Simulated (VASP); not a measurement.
# Li2O (Fm-3m) in VASP: further runs

The runs below take Li2O through single point, relaxation of cell and atoms, with PBE.

Program: VASP 6.6.1. These are calculated values, not measurements. Logs are shortened: lines on timing, memory, paths and dates and some standing lists are left out, and cuts for length are marked.

### Step 1. The crystal as given

The structure is cubic, space group Fm-3m (No. 225). Conventional cell: a = 4.625 Å, b = 4.625 Å, c = 4.625 Å, α = 90.00°, β = 90.00°, γ = 90.00°. O (site symmetry m-3m) is surrounded by 8 Li at 2.00 Å. Around Li (site symmetry -43m) lie 4 O at 2.00 Å.

The cell was built by a generator and needn't be a form met in nature.

### Step 2. Single point, PBE

INCAR

```
PREC = Accurate
ENCUT = 520
EDIFF = 1E-6
ISMEAR = -1
SIGMA = 0.02
LREAL = F
LASPH = T
NELM = 80
ALGO = Normal
ISIF = 2
LWAVE = F
LCHARG = F
GGA = PE
NBANDS = 13
```

KPOINTS

```
Automatic mesh
0
Gamma
  10 10 10
```

POSCAR

```
Li2O
1.0
    0.0000000000      2.3125918911      2.3125918911
    2.3125918911      0.0000000000      2.3125918911
    2.3125918911      2.3125918911      0.0000000000
O Li
1 2
Direct
    0.0000000000      0.0000000000      0.0000000000
    0.2500000000      0.2500000000      0.2500000000
    0.7500000000      0.7500000000      0.7500000000
```

Potentials or basis: VASP PAW PBE potentials, release 64 (O, Li_sv).

On the command line:

```sh
$ cat potpaw_PBE.64/O/POTCAR potpaw_PBE.64/Li_sv/POTCAR > POTCAR
$ mpirun -np 1 vasp_std > vasp.out
```

OUTCAR:

```text
PREC = Accurate
   ENCUT = 520
   EDIFF = 1E-6
   ISMEAR = -1
   LREAL = F
   LASPH = T
   NELM = 80
   ISIF = 2
   GGA = PE

 ion  position               nearest neighbor table
   1  0.000  0.000  0.000-   3 2.00   3 2.00   3 2.00   2 2.00   2 2.00   2 2.00   3 2.00   2 2.00

   2  0.250  0.250  0.250-   1 2.00   1 2.00   1 2.00   1 2.00   3 2.31   3 2.31   3 2.31   3 2.31
                             3 2.31   3 2.31
   3  0.750  0.750  0.750-   1 2.00   1 2.00   1 2.00   1 2.00   2 2.31   2 2.31   2 2.31   2 2.31
                             2 2.31   2 2.31

  LATTYP: Found a face centered cubic cell.
 ALAT       =     4.6251837822

  Lattice vectors:

 A1 = (   0.0000000000,   2.3125918911,   2.3125918911)
 A2 = (   2.3125918911,   0.0000000000,   2.3125918911)
 A3 = (   2.3125918911,   2.3125918911,   0.0000000000)

Analysis of symmetry for initial positions (statically):
=====================================================================
 Subroutine PRICEL returns:
 Original cell was already a primitive cell.

 Routine SETGRP: Setting up the symmetry group for a
 face centered cubic supercell.

 Subroutine GETGRP returns: Found 48 space group operations
 (whereof 48 operations were pure point group operations)
 out of a pool of 48 trial point group operations.

The static configuration has the point symmetry O_h .

Analysis of symmetry for dynamics (positions and initial velocities):
=====================================================================
 Subroutine PRICEL returns:
 Original cell was already a primitive cell.

 Routine SETGRP: Setting up the symmetry group for a
 face centered cubic supercell.

 Subroutine GETGRP returns: Found 48 space group operations
 (whereof 48 operations were pure point group operations)
 out of a pool of 48 trial point group operations.

The dynamic configuration has the point symmetry O_h .

 Subroutine INISYM returns: Found 48 space group operations
 (whereof 48 operations are pure point group operations),
 and found     1 'primitive' translations

----------------------------------------------------------------------------------------

                                     Primitive cell

  volume of cell :      24.7359

  direct lattice vectors                    reciprocal lattice vectors
     0.000000000  2.312591891  2.312591891    -0.216207625  0.216207625  0.216207625
     2.312591891  0.000000000  2.312591891     0.216207625 -0.216207625  0.216207625
     2.312591891  2.312591891  0.000000000     0.216207625  0.216207625 -0.216207625

  length of vectors
     3.270498817  3.270498817  3.270498817     0.374482591  0.374482591  0.374482591

  position of ions in fractional coordinates (direct lattice)
     0.000000000  0.000000000  0.000000000
     0.250000000  0.250000000  0.250000000
     0.750000000  0.750000000  0.750000000

  ion indices of the primitive-cell ions
   primitive index   ion index
                 1           1
                 2           2
                 3           3

----------------------------------------------------------------------------------------

 KPOINTS: Automatic mesh

Automatic generation of k-mesh.
 Grid dimensions read from file:
 generate k-points for:   10   10   10

 Generating k-lattice:

  Cartesian coordinates                     Fractional coordinates (reciprocal lattice)
    -0.021620762  0.021620762  0.021620762     0.100000000  0.000000000  0.000000000
     0.021620762 -0.021620762  0.021620762     0.000000000  0.100000000  0.000000000
     0.021620762  0.021620762 -0.021620762     0.000000000  0.000000000  0.100000000

  Length of vectors
     0.037448259  0.037448259  0.037448259

  Shift w.r.t. Gamma in fractional coordinates (k-lattice)
     0.000000000  0.000000000  0.000000000

 Subroutine IBZKPT returns following result:
 ===========================================

 Found     47 irreducible k-points:

 Following reciprocal coordinates:
            Coordinates               Weight
  0.000000  0.000000  0.000000      1.000000
  0.100000  0.000000  0.000000      8.000000
  0.200000  0.000000  0.000000      8.000000
  0.300000  0.000000  0.000000      8.000000
  0.400000  0.000000  0.000000      8.000000
  0.500000  0.000000  0.000000      4.000000
[... 16 lines left out ...]
  0.300000  0.300000  0.000000      6.000000
  0.400000  0.300000  0.000000     24.000000
 [... further k-points ...]
   k-points           NKPTS =     47   k-points in BZ     NKDIM =     47   number of bands    NBANDS=     13
   number of dos      NEDOS =    301   number of ions     NIONS =      3
   total plane-waves  NPLWV =  13824
   dimension x,y,z NGX =    24 NGY =   24 NGZ =   24
   dimension x,y,z NGXF=    48 NGYF=   48 NGZF=   48
   ions per type =               1   2
   NGX,Y,Z   is equivalent  to a cutoff of  12.20, 12.20, 12.20 a.u.
   NGXF,Y,Z  is equivalent  to a cutoff of  24.40, 24.40, 24.40 a.u.
 SYSTEM =  unknown system
   PREC   = accura    normal or accurate (medium, high low for compatibility)
   ISTART =      0    job   : 0-new  1-cont  2-samecut
   ICHARG =      2    charge: 1-file 2-atom 10-const
   ISPIN  =      1    spin polarized calculation?
   LNONCOLLINEAR =      F non collinear calculations
   LSORBIT =      F    spin-orbit coupling
   LASPH  =      T    aspherical Exc in radial PAW
   ENCUT  =  520.0 eV  38.22 Ry    6.18 a.u.   6.08  6.08  6.08*2*pi/ulx,y,z
   NELM   =     80;   NELMIN=  2; NELMDL= -5     # of ELM steps
   EDIFF  = 0.1E-05   stopping-criterion for ELM
   LREAL  =      F    real-space projection
   EDIFFG = 0.1E-04   stopping-criterion for IOM
   NSW    =      0    number of steps for IOM
   IBRION =     -1    ionic relax: 0-MD 1-quasi-New 2-CG
   NFREE  =      0    steps in history (QN), initial steepest desc. (CG)
   ISIF   =      2    stress and relaxation
   ISYM   =      2    0-nonsym 1-usesym 2-fastsym
   POTIM  = 0.5000    time-step for ionic-motion
   TEBEG  =    0.0;   TEEND  =   0.0 temperature during run
   PSTRESS=    0.0 pullay stress
   NELECT =      12.0000    total number of electrons
   NUPDOWN=      -1.0000    fix difference up-down
   EMIN   =  10.00;   EMAX   =-10.00  energy-range for DOS
   EFERMI =   0.00;   METHOD = LEGACY
   ISMEAR =    -1;   SIGMA  =   0.02  broadening in eV -4-tet -1-fermi 0-gaus
   EFERMI_NEDOS =   21; number of points for ismear=-14 and -15
   IALGO  =     38    algorithm
   IMIX   =      4    mixing-type and parameters
     AMIX     =   0.40;   BMIX     =  1.00
     AMIX_MAG =   1.60;   BMIX_MAG =  1.00
  volume/ion in A,a.u.               =       8.25        55.64
  Fermi-wavevector in a.u.,A,eV,Ry     =   1.286351  2.430851 22.513555  1.654700
  Thomas-Fermi vector in A             =   2.418431
   LORBIT       =      0    0 simple, 1 ext, 2 COOP (PROOUT), +10 PAW based schemes
   GGA     = PE    functional components
   LHFCALC =     F    Hartree Fock is set to
   AEXX    =    0.0000 exact exchange contribution
   IVDW    =     0    specifies the selected vdW correction
   LEPSILON=     F    determine dielectric tensor
   LRPA    =     F    only Hartree local field effects (RPA)
 non-spin polarized calculation
  energy-cutoff  :      520.00
  volume of cell :       24.74
 maximum number of plane-waves:       678
   NGX = 13   NGY = 13   NGZ = 13

 number of electron      11.9999975 magnetization

 Free energy of the ion-electron system (eV)
  ---------------------------------------------------
  ext. energy  EPLUGINS =         0.00000000
  ---------------------------------------------------
  free energy    TOTEN  =       -14.34718435 eV

  energy without entropy =      -14.34718435  energy(sigma->0) =      -14.34718435

 E-fermi :   1.8729     XC(G=0):  -9.7365

 val. band max:        1.3219057131   @ k =   0.0000   0.0000   0.0000
 cond. band min:       6.2869426917   @ k =   0.5000   0.5000   0.0000
 fundamental gap:      4.9650369786
 Fermi energy:         1.8729150805

 k-point     1 :       0.0000    0.0000    0.0000
  band No.  band energies     occupation
      1     -41.6804      2.00000
      2     -41.3537      2.00000
      3     -14.1203      2.00000
      4       1.3219      2.00000
      5       1.3219      2.00000
      6       1.3219      2.00000
      7       6.5711      0.00000
      8      13.2328      0.00000
      9      13.2328      0.00000
     10      13.2328      0.00000
     11      20.2774      0.00000
     12      20.2774      0.00000
     13      20.2774      0.00000

 k-point     2 :       0.1000    0.0000    0.0000
  band No.  band energies     occupation
      1     -41.6711      2.00000
      2     -41.3607      2.00000
      3     -14.1010      2.00000
      4       0.9829      2.00000
      5       1.2749      2.00000
      6       1.2749      2.00000
      7       6.8464      0.00000
      8      13.2502      0.00000
      9      13.3778      0.00000
     10      13.3778      0.00000
     11      19.2498      0.00000
     12      19.2498      0.00000
     13      20.6092      0.00000

 k-point     3 :       0.2000    0.0000    0.0000
  band No.  band energies     occupation
      1     -41.6446      2.00000
      2     -41.3809      2.00000
      3     -14.0483      2.00000
      4       0.2038      2.00000
      5       1.1570      2.00000
      6       1.1570      2.00000
      7       7.5389      0.00000
      8      13.1720      0.00000
      9      13.6461      0.00000
     10      13.6461      0.00000
     11      18.2437      0.00000
     12      18.2437      0.00000
     13      21.4936      0.00000
[... 305 lines left out ...]
 k-point    23 :       0.3000    0.3000    0.0000
  band No.  band energies     occupation
      1     -41.5969      2.00000
      2     -41.4145      2.00000
      3     -13.9436      2.00000
      4       0.0560      2.00000
      5       0.3796      2.00000
      6       0.3796      2.00000
      7       7.2183      0.00000
      8      14.1134      0.00000
      9      14.1134      0.00000
     10      15.1143      0.00000
     11      15.4505      0.00000
     12      22.8020      0.00000
     13      24.5935      0.00000

 k-point    24 :       0.4000    0.3000    0.0000
  band No.  band energies     occupation
      1     -41.5737      2.00000
      2     -41.4325      2.00000
      3     -13.9013      2.00000
      4      -0.3192      2.00000
      5       0.2420      2.00000
      6       0.2884      2.00000
      7       7.1852      0.00000
      8      13.9133      0.00000
      9      14.3180      0.00000
     10      15.4149      0.00000
     11      16.2376      0.00000
     12      22.4367      0.00000
     13      23.4274      0.00000

 [... further k-points ...]

------------------------ aborting loop because EDIFF is reached ----------------------------------------

  FORCE on cell =-STRESS in cart. coord.  units (eV):
  Direction    XX          YY          ZZ          XY          YZ          ZX
  --------------------------------------------------------------------------------------
  -------------------------------------------------------------------------------------
  Total        0.0059302      0.0059302      0.0059302     -0.0000000      0.0000000     -0.0000000
  in kB        0.3841071      0.3841071      0.3841071     -0.0000000      0.0000000     -0.0000000
  external PRESSURE =       0.3841071 kB  Pullay stress =       0.0000000 kB

 VOLUME and BASIS-vectors are now :
 -----------------------------------------------------------------------------
  energy-cutoff  :      520.00
  volume of cell :       24.74
      direct lattice vectors                 reciprocal lattice vectors
     0.000000000  2.312591891  2.312591891    -0.216207625  0.216207625  0.216207625
     2.312591891  0.000000000  2.312591891     0.216207625 -0.216207625  0.216207625
     2.312591891  2.312591891  0.000000000     0.216207625  0.216207625 -0.216207625

 POSITION                                       TOTAL-FORCE (eV/Angst)
 -----------------------------------------------------------------------------------
      0.00000      0.00000      0.00000        -0.000000     -0.000000     -0.000000
      1.15630      1.15630      1.15630         0.000000     -0.000000      0.000000
      3.46889      3.46889      3.46889         0.000000      0.000000     -0.000000
 -----------------------------------------------------------------------------------
    total drift:                               -0.000000      0.000000      0.000000

  FREE ENERGIE OF THE ION-ELECTRON SYSTEM (eV)
  ---------------------------------------------------
  free  energy   TOTEN  =       -14.3471843515 eV

  energy  without entropy=      -14.3471843515  energy(sigma->0) =      -14.34718435
```

It took 12 s on 1 thread of Intel Xeon Platinum 8375C at 2.90GHz (Ice Lake), shared host; peak memory 0.13 GiB.

What came out:

```yaml
Free_energy: -14.3472 eV
Band_gap_on_the_k_mesh: 4.96 eV, indirect (least direct gap 5.25 eV)
```

Levels at points of the mesh, in eV from the valence-band top:
```tsv
k point	band 3	band 4	band 5	band 6	band 7	band 8	band 9	band 10
(0.00, 0.00, 0.00)	-15.44	0.00	0.00	0.00	5.25	11.91	11.91	11.91
(0.50, 0.00, 0.00)	-15.22	-2.76	-0.44	-0.44	9.19	9.79	12.04	12.04
(0.50, 0.50, 0.00)	-15.17	-1.59	-1.38	-1.38	4.96	13.50	13.50	14.68
```

Caveat: the cutoff is under 1.25 times the usual one of these potentials, so pressure, stress and relaxed cells hold a basis-set (Pulay) error.

(Continued in part 2 of 2.)
